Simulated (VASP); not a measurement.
**Ga3Sb: band structure with PBE**

The system is Ga3Sb.

```
Ga Sb
1.0
    -2.00410    2.00410    5.70862
     2.00410   -2.00410    5.70862
     2.00410    2.00410   -5.70862
Ga Sb
3 1
Cartesian
  0.0000 0.0000 2.8643
  0.0000 0.0000 8.5529
  0.0000 0.0000 0.0000
  0.0000 0.0000 5.7086
```

The cell was built by a generator and needn't be a form met in nature.

* Program: VASP 6.6.1
* Task: band structure
* Functional: PBE
* Potentials or basis: VASP PAW PBE potentials, release 64 (Ga_d, Sb)
* Cutoff: 520 eV
* k mesh: 12 × 12 × 12
* Occupations: gaussian, width 0.1 eV
* Spin: no spin polarisation
* Further INCAR settings: ALGO = Normal; EDIFF = 1e-06; NBANDS = 30

- Pressure: 0.0 GPa
- Band gap along the path: none (metal or under the smearing width)

Forces in eV/Å, atoms in the order of the input:
```
Ga   0.000  0.000  0.003
Ga   0.000  0.000 -0.003
Ga   0.000  0.000  0.000
Sb   0.000  0.000  0.000
```

Levels at the corners of the path, in eV from the Fermi level:
```
point  band 20  band 21  band 22  band 23  band 24  band 25
    Γ    -1.46    -1.39    -1.39     0.36     0.36     4.10
    X    -4.22    -3.02    -2.65    -1.62    -1.40     3.38
    X    -4.22    -3.02    -2.65    -1.62    -1.40     3.38
    Y    -3.72    -2.89    -2.18    -1.51    -1.33     3.14
    Y    -3.72    -2.89    -2.18    -1.51    -1.33     3.14
    S    -1.93     0.03     1.39     1.75     2.10     2.32
    S    -1.93     0.03     1.39     1.75     2.10     2.32
    Γ    -1.46    -1.39    -1.39     0.36     0.36     4.10
    Γ    -1.46    -1.39    -1.39     0.36     0.36     4.10
    Z    -1.85    -0.40     0.52     1.46     1.46     1.53
    Z    -1.85    -0.40     0.52     1.46     1.46     1.53
   S1    -1.93     0.03     1.39     1.75     2.10     2.32
   S1    -1.93     0.03     1.39     1.75     2.10     2.32
    N    -1.13    -0.16     0.36     1.85     2.05     2.29
    N    -1.13    -0.16     0.36     1.85     2.05     2.29
    P    -4.42    -4.35    -2.02    -2.02     0.05     0.86
    P    -4.42    -4.35    -2.02    -2.02     0.05     0.86
   Y1    -3.72    -2.89    -2.18    -1.51    -1.33     3.14
   Y1    -3.72    -2.89    -2.18    -1.51    -1.33     3.14
    Z    -1.85    -0.40     0.52     1.46     1.46     1.53
    X    -4.22    -3.02    -2.65    -1.62    -1.40     3.38
    P    -4.42    -4.35    -2.02    -2.02     0.05     0.86
```

Run time: 6.6 min on 2 MPI ranks on Intel(R) Xeon(R) Platinum 8488C (Sapphire Rapids), on a shared host, peak memory 0.76 GiB a rank.

Caveat: spin-orbit coupling is left out, which moves the levels of the heavy elements.
